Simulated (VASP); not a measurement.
# Zn7O8 (a cell with a defect) in VASP: further runs, part 2 of 2

VASP 6.6.1.

### Step 3. Single point, PBE

INCAR reads:

```
SYSTEM = Zn7O8
PREC = Accurate ; ENCUT = 520
EDIFF = 1E-7 ; ISMEAR = 1
SIGMA = 0.15 ; LREAL = Auto
LASPH = .TRUE. ; NELM = 80
ALGO = Fast ; ISIF = 2
LWAVE = .FALSE. ; LCHARG = .FALSE.
GGA = PE ; NBANDS = 79
```

KPOINTS reads:

```
regular mesh
0
G
  3 3 3
  0 0 0
```

POSCAR reads:

```
Zn7O8
1.0
    3.3531180000      5.8077700000      0.0000000000
   -3.3531180000      5.8077700000      0.0000000000
    0.0000000000      0.0000000000      5.2293040000
Zn O
7 8
Direct
    0.1671536922      0.1663627866     -0.0149811524
    0.3284594085      0.3276685029      0.4832111501
    0.1800450629      0.6682879461     -0.0118778713
    0.3203199199      0.8263900910      0.4974847513
    0.6690786396      0.1792545416     -0.0118784450
    0.8271806523      0.3195286699      0.4974847513
    0.7085310319      0.7077425120      0.0777944828
    0.1615435985      0.1607523946      0.3749418661
    0.3348767367      0.3340855328      0.8689846679
    0.1898146098      0.6443217282      0.3627494213
    0.3331934419      0.8411645303      0.8770847899
    0.6451128460      0.1890233198      0.3627494213
    0.8419557741      0.3324016815      0.8770842162
    0.6426346427      0.6418437371      0.3959874966
    0.8488424471      0.8480515415      0.9116144328
```

Potentials or basis: VASP PAW PBE potentials, release 64 (Zn, O).

Started as:

```sh
cat potpaw_PBE.64/Zn/POTCAR potpaw_PBE.64/O/POTCAR > POTCAR
mpirun -np 1 vasp_std > vasp.out
```

Run time: 3.3 min. Hardware: 1 thread of Intel Xeon 6975P-C (Granite Rapids), shared host; peak memory 0.35 GiB.

Results (log left out):

| Item | Value |
| --- | --- |
| Free energy | -64.2411 eV |
| Pressure | -2.2 GPa |
| Largest force | 1.244 eV/Å |
| Band gap on the k mesh | none (metal or under the smearing width) |

Forces in eV/Å, atoms in the order of the input:
```
Zn   0.000  0.047  0.058
Zn   0.000 -0.010  0.062
Zn  -0.024 -0.016  0.063
Zn   0.017  0.105  0.080
Zn   0.024 -0.016  0.063
Zn  -0.017  0.105  0.080
Zn   0.000 -0.831 -0.926
O    0.000  0.008  0.075
O    0.000  0.009  0.057
O    0.031  0.088  0.070
O    0.211  0.151  0.137
O   -0.031  0.088  0.070
O   -0.211  0.151  0.137
O    0.000  0.093  0.042
O    0.000  0.025 -0.067
```

Stress tensor (GPa, compression positive):
```
-3.00  0.00  0.00
 0.00 -3.58 -1.82
 0.00 -1.82 -0.06
```

Levels at points of the mesh, in eV from the Fermi level:
```
           k point  band 63  band 64  band 65  band 66  band 67  band 68  band 69  band 70
(0.00, 0.00, 0.00)    -0.35    -0.19     0.17     0.22     0.23     1.65     5.54     5.92
```

Caveat: the k mesh is coarse (spacing up to 0.40 Å⁻¹), so the values aren't converged.

### Step 4. Single point, PBE

INCAR reads:

```
SYSTEM = Zn7O8
PREC = Accurate ; ENCUT = 520
EDIFF = 1E-6 ; ISMEAR = 1
SIGMA = 0.15 ; LREAL = Auto
LASPH = .True. ; NELM = 60
ALGO = Fast ; ISIF = 2
LWAVE = .False. ; LCHARG = .True.
GGA = PE ; LELF = .True.
LVHAR = .True. ; NBANDS = 79
```

KPOINTS reads:

```
Automatic mesh
0
Gamma
  3 3 3
  0 0 0
```

POSCAR reads:

```
Zn7O8
1.0
    3.3531180000      5.8077700000      0.0000000000
   -3.3531180000      5.8077700000      0.0000000000
    0.0000000000      0.0000000000      5.2293040000
Zn O
7 8
Direct
    0.1669961295      0.1660403027     -0.0113349692
    0.3345591344      0.3336620589      0.4900688505
    0.1609976839      0.6690815032     -0.0039697443
    0.3346516237      0.8308978041      0.4900053621
    0.6699838574      0.1600862039     -0.0039903972
    0.8318593609      0.3335986376      0.4900306045
    0.6700587989      0.6690624129     -0.0039360879
    0.1670080974      0.1660400432      0.3787538456
    0.3331942897      0.3322489010      0.8749567820
    0.2014865336      0.6488400117      0.3664294522
    0.3332322881      0.8336596515      0.8749489416
    0.6497662189      0.2005210686      0.3664382488
    0.8346277724      0.3322273200      0.8749332607
    0.6498564071      0.6488236370      0.3664696105
    0.8336894242      0.8327565611      0.9161989817
```

Started as:

```sh
cat potpaw_PBE.64/Zn/POTCAR potpaw_PBE.64/O/POTCAR > POTCAR
mpirun -np 1 vasp_std > vasp.out
```

It took 4.8 min on 1 thread of Intel Xeon 6975P-C (Granite Rapids), shared host; peak memory 0.39 GiB.

Results (log left out):

```
Free energy            : -64.8485 eV
Pressure               : -3.0 GPa
Largest force          : 0.053 eV/Å
Band gap on the k mesh : none (metal or under the smearing width)
```

Forces in eV/Å, atoms in the order of the input:
```
Zn   0.001  0.001  0.003
Zn   0.001 -0.031  0.011
Zn   0.009  0.006 -0.035
Zn  -0.026  0.014  0.013
Zn  -0.009  0.005 -0.034
Zn   0.027  0.016  0.012
Zn   0.000 -0.011 -0.036
O   -0.001  0.002 -0.003
O    0.000 -0.001  0.012
O   -0.041 -0.022  0.025
O   -0.001  0.000  0.012
O    0.040 -0.024  0.025
O    0.000  0.000  0.013
O   -0.001  0.047  0.023
O    0.001 -0.001 -0.039
```

Stress tensor (GPa, compression positive):
```
-4.27  0.00  0.00
 0.00 -4.28  0.00
 0.00  0.00 -0.52
```

Levels at points of the mesh, in eV from the Fermi level:
```
           k point  band 62  band 63  band 64  band 65  band 66  band 67  band 68  band 69  band 70  band 71
(0.00, 0.00, 0.00)    -0.40    -0.38    -0.38     0.17     0.21     0.21     1.54     5.49     6.05     6.06
```

Caveat: the k mesh is coarse (spacing up to 0.40 Å⁻¹), so the values aren't converged.

### Step 5. Single point, PBE

INCAR reads:

```
PREC     = Accurate       # precision mode
ENCUT    = 520            # plane-wave cutoff, eV
EDIFF    = 1E-6           # SCF threshold, eV
ISMEAR   = 1              # smearing method
SIGMA    = 0.15           # smearing width, eV
LREAL    = Auto         
LASPH    = True           # aspherical terms in the spheres
NELM     = 60             # most SCF steps
ALGO     = Fast           # electronic algorithm
ISIF     = 2              # what is computed and relaxed
LWAVE    = False          # write WAVECAR
LCHARG   = False          # write CHGCAR
GGA      = PE             # functional
NBANDS   = 79             # bands
```

KPOINTS reads:

```
regular mesh
0
Gamma
  3 3 3
```

POSCAR reads:

```
Zn7O8
1.0
    3.3531180000      5.8077700000      0.0000000000
   -3.3531180000      5.8077700000      0.0000000000
    0.0000000000      0.0000000000      5.2293040000
Zn O
7 8
Direct
    0.1657260888      0.1657138614     -0.0103925876
    0.3332808035      0.3333514840      0.4883397485
    0.1656754825      0.6684949478     -0.0104084597
    0.3393175059      0.8303422775      0.4957070769
    0.6684282993      0.1657889648     -0.0104218458
    0.8302867680      0.3393613069      0.4957072681
    0.8302693248      0.8303823539      0.4956891013
    0.1672073248      0.1672466911      0.3746079784
    0.3332809521      0.3333346335      0.8781698291
    0.1671878726      0.6655499941      0.3746098907
    0.2988813333      0.8505138735      0.8661095243
    0.6654653215      0.1672773663      0.3745936362
    0.8505160205      0.2989156891      0.8661334281
    0.6666252207      0.6666985852      0.4160379660
    0.8504686300      0.8505747998      0.8661085682
```

Started as:

```sh
cat potpaw_PBE.64/Zn/POTCAR potpaw_PBE.64/O/POTCAR > POTCAR
mpirun -np 1 vasp_std > vasp.out
```

It took 5 min on 1 thread of Intel Xeon Platinum 8488C (Sapphire Rapids), shared host; peak memory 0.39 GiB.

It converged, with:

```
Free energy            : -64.8484 eV
Pressure               : -3.0 GPa
Largest force          : 0.052 eV/Å
Band gap on the k mesh : none (metal or under the smearing width)
```

Forces on the atoms (eV/Å):
```
Zn   0.000  0.035  0.016
Zn   0.000  0.000  0.002
Zn   0.029 -0.017  0.017
Zn  -0.011 -0.007 -0.037
Zn  -0.029 -0.017  0.017
Zn   0.011 -0.006 -0.037
Zn   0.001  0.012 -0.037
O    0.000 -0.014  0.008
O    0.000  0.000  0.008
O   -0.012  0.007  0.007
O    0.039  0.023  0.024
O    0.012  0.007  0.008
O   -0.040  0.023  0.023
O    0.000  0.000 -0.042
O    0.001 -0.046  0.024
```

Stress tensor (GPa, compression positive):
```
-4.28  0.00  0.00
 0.00 -4.27  0.00
 0.00  0.00 -0.52
```

Levels at points of the mesh, in eV from the Fermi level:
| k point | band 63 | band 64 | band 65 | band 66 | band 67 | band 68 | band 69 | band 70 |
| --- | --- | --- | --- | --- | --- | --- | --- | --- |
| (0.00, 0.00, 0.00) | -0.38 | -0.38 | 0.17 | 0.21 | 0.21 | 1.54 | 5.49 | 6.05 |

Caveat: the k mesh is coarse (spacing up to 0.40 Å⁻¹), so the values aren't converged.

### Step 6. Single point, PBE

INCAR reads:

```
ALGO     = Fast           # electronic algorithm
EDIFF    = 1E-7           # SCF threshold, eV
ENCUT    = 520            # plane-wave cutoff, eV
GGA      = PE             # functional
ISIF     = 2              # what is computed and relaxed
ISMEAR   = 1              # smearing method
LASPH    = T              # aspherical terms in the spheres
LCHARG   = F              # write CHGCAR
LREAL    = Auto         
LWAVE    = F              # write WAVECAR
NBANDS   = 79             # bands
NELM     = 100            # most SCF steps
PREC     = Accurate       # precision mode
SIGMA    = 0.15           # smearing width, eV
```

KPOINTS reads:

```
k-points
0
Gamma
  3 3 3
```

POSCAR reads:

```
Zn7O8
1.0
    3.3531180000      5.8077700000      0.0000000000
   -3.3531180000      5.8077700000      0.0000000000
    0.0000000000      0.0000000000      5.2293040000
Zn O
7 8
Direct
    0.1664445619      0.1663360062     -0.0114066805
    0.3315237176      0.3314157583      0.4865802409
    0.1691622396      0.6672932329     -0.0196689655
    0.3344979925      0.8296183551      0.4938284330
    0.6674009570      0.1690543434     -0.0196697304
    0.8297271398      0.3343881747      0.4938280505
    0.8240940156      0.8239860564      0.4075068116
    0.1659267611      0.1658176090      0.3725134358
    0.3338495841      0.3337407302      0.8754729119
    0.1679221713      0.6616366783      0.3727191993
    0.2978092910      0.8517164306      0.8637943023
    0.6617457674      0.1678132544      0.3727193906
    0.8518248141      0.2977005631      0.8637944935
    0.6601149779      0.6600058258      0.4111927706
    0.8437984344      0.8436898787      0.9149552216
```

Potentials or basis: VASP PAW PBE potentials, release 64 (Zn, O).

Started as:

```sh
cat potpaw_PBE.64/Zn/POTCAR potpaw_PBE.64/O/POTCAR > POTCAR
mpirun -np 1 vasp_std > vasp.out
```

Wall time 3.6 min (1 thread of Intel Xeon Platinum 8488C (Sapphire Rapids), shared host); peak memory 0.36 GiB.

It converged, with:

```
Free energy            : -64.4438 eV
Pressure               : -2.6 GPa
Largest force          : 0.302 eV/Å
Band gap on the k mesh : none (metal or under the smearing width)
```

Forces in eV/Å, atoms in the order of the input:
```
Zn   0.000  0.016 -0.003
Zn   0.000 -0.013 -0.008
Zn   0.027 -0.046 -0.005
Zn  -0.006  0.032 -0.049
Zn  -0.027 -0.046 -0.005
Zn   0.006  0.032 -0.049
Zn   0.000  0.169  0.251
O    0.000 -0.013  0.001
O    0.000 -0.025  0.010
O   -0.011  0.009  0.015
O    0.033  0.001  0.018
O    0.011  0.009  0.015
O   -0.033  0.001  0.018
O    0.000 -0.028 -0.030
O    0.000 -0.100 -0.178
```

Stress tensor (GPa, compression positive):
```
-3.23  0.00  0.00
 0.00 -3.49 -0.53
 0.00 -0.53 -1.06
```

Levels at points of the mesh, in eV from the Fermi level:
```tsv
k point	band 64	band 65	band 66	band 67	band 68	band 69
(0.00, 0.00, 0.00)	-0.30	0.11	0.21	0.23	1.53	5.35
```

Caveat: the k mesh is coarse (spacing up to 0.40 Å⁻¹), so the values aren't converged.
